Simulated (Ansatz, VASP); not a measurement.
# BN in VASP and in Ansatz

```xyz
2
Lattice="0.0000 1.8130 1.8130 1.8130 0.0000 1.8130 1.8130 1.8130 0.0000" Properties=species:S:1:pos:R:3 pbc="T T T"
N     0.9065    0.9065    0.9065
B     0.0000    0.0000    0.0000
```

Alike in both runs: task relaxation of cell and atoms; functional BLYP; k mesh 13 × 13 × 13; occupations fermi-dirac, width 0.05 eV; no spin polarisation.

|  | VASP | Ansatz |
| --- | --- | --- |
| version | VASP 6.6.1 | Ansatz 0.2.0 |
| potentials or method | VASP PAW PBE potentials, release 64 (N, B), cutoff 600 eV | all-electron LAPW, scalar-relativistic |

```csv
,VASP,Ansatz,Ansatz less VASP
relaxed volume (Å³/atom),6.06,6.07,+0.010
relaxed cell length with the largest relative difference (Å),2.578,2.579,+0.0014
energy change over the relaxation (meV/atom),-2,-2,-0.4
```

Ansatz ran all-electron here, so the differences hold the error of VASP's frozen core and of both bases.

Caveats: the PAW data sets were made with another functional, which shifts forces and pressure a little (VASP). A k mesh can miss the band edges.
